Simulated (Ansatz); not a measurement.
Se: deformation potentials from a series

```
CELL_PARAMETERS angstrom
5.68100 3.27993 1.47633
-5.68100 3.27993 1.47633
0.00000 -6.55985 1.47633
ATOMIC_POSITIONS crystal
Se 0.28066 0.16251 0.91818
Se 0.91818 0.28066 0.16251
Se 0.16251 0.91818 0.28066
Se 0.71934 0.83749 0.08182
Se 0.08182 0.71934 0.83749
Se 0.83749 0.08182 0.71934
```

Atom numbers follow the list: Se1, Se2, Se3, Se4, Se5, Se6.

The cell is COD entry 9013138, as deposited and not checked against the literature; nothing was relaxed.

All numbers below come from DFT, PBE, all-electron LAPW, scalar-relativistic in Ansatz 0.2.0.

Settings: a Γ-centred 6×6×6 k mesh, Fermi–Dirac smearing of 0.01 eV, basis error target 1 meV/atom, no spin polarisation.

The strain is applied along the Cartesian axes of the cell as listed (the other components stay zero). Fractional coordinates are held (clamped ions).

The valence-band top of this crystal doesn't lie at Γ but 0.69 eV above the top filled level there.

Only quantities that a quadratic follows smoothly over the whole series are listed; rougher ones are left out.

| εxx = εyy | direct gap at Γ (eV) |
| --- | --- |
| -0.0300 | 2.806 |
| -0.0100 | 2.561 |
| 0.0000 | 2.446 |
| 0.0100 | 2.335 |
| 0.0200 | 2.229 |
| 0.0300 | 2.127 |

Fit the series and give the slopes at zero strain.

Least-squares fits y = p0 + p1 x + p2 x² to the rows give direct gap at Γ (eV): p1 = -11.3, p2 = 23.

One run, at εxx = εyy = -0.0200, is withheld. Predict its row.

The fits give 2.681; the run gave 2.681.
